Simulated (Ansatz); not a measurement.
# Al: the cost of one run

Program: Ansatz 0.2.0. Level of theory: DFT PBE+D3(BJ), scalar-relativistic, plane waves, PAW. These are calculated values, not measurements.

41 further runs of the same task are left out: 41 set aside as unsound or not needed. Runs told in other sessions of the task aren't counted.

**1. The structure to begin with**

It takes space group P6_3/mmc (No. 194, hexagonal). The conventional cell has a = 2.814 Å, b = 2.814 Å, c = 9.241 Å, α = 90.00°, β = 90.00°, γ = 120.00°. Around Al (site symmetry -3m) lie 12 Al at 2.81 to 2.82 Å. Around Al (site symmetry -6m2) lie 12 Al at 2.81 to 2.82 Å.

As a file:

```cif
data_structure
_symmetry_space_group_name_H-M 'P 1'
_symmetry_Int_Tables_number 1
_cell_length_a 2.8144
_cell_length_b 2.8144
_cell_length_c 9.2410
_cell_angle_alpha 90.000
_cell_angle_beta 90.000
_cell_angle_gamma 120.000
_cell_volume 63.39
loop_
_atom_site_label
_atom_site_type_symbol
_atom_site_fract_x
_atom_site_fract_y
_atom_site_fract_z
_atom_site_occupancy
Al1 Al 0.00000 0.00000 0.00000 1
Al2 Al 0.33333 0.66667 0.25000 1
Al3 Al 0.00000 0.00000 0.50000 1
Al4 Al 0.66667 0.33333 0.75000 1
```

It goes back to an entry of the Materials Project, which need not be the stable form.

This cell was relaxed beforehand with the same method: volume 15.85 Å³/atom, gap on the mesh none (metal).

**2. The scan**

The energy is mapped over volume and the cell's shape.

- volume per atom: 9 values from 14.580 to 17.116 Å³
- c/a of the conventional cell: 9 values from 3.030 to 3.558

Nothing else is relaxed (symmetry fixes all fractional coordinates). Energies count from the relaxed crystal. Points are written as (first, second).

**3. Grid point (14.580 Å³, 3.154)**

input.yaml

```yaml
crystal:
  lattice:
    - [2.7741080537, 0.0, 0.0]
    - [-1.3870540269, 2.4024480474, 0.0]
    - [0.0, 0.0, 8.7506464447]
  atoms:
    - { symbol: Al, position: [0.0, 0.0, 0.0] }
    - { symbol: Al, position: [0.3333333333, 0.6666666667, 0.25] }
    - { symbol: Al, position: [0.0, 0.0, 0.5] }
    - { symbol: Al, position: [0.6666666667, 0.3333333333, 0.75] }
basis:
  ecutwfc: 420
kpoints:
  mp_grid: { grid: [18, 18, 6] }
hamiltonian:
  xc: pbe
  pseudopotentials: { kind: paw, azcp: { folder: soft_1 } }
  dispersion: d3bj
scf:
  occupations: { method: gaussian, width: 0.15 }
output:
  forces: true
  stress: true
  eigenvalues: true
```

Command:

```
$ ansatz run input.yaml --threads 2 --pin off --max-ram 4096MiB --backend cpu --events-out ev --progress --plain --runs-dir out
```

What time and memory should one allow on 2 threads of Arm Neoverse V1, shared host?

About 4.3 s, with a peak of 0.37 GiB.
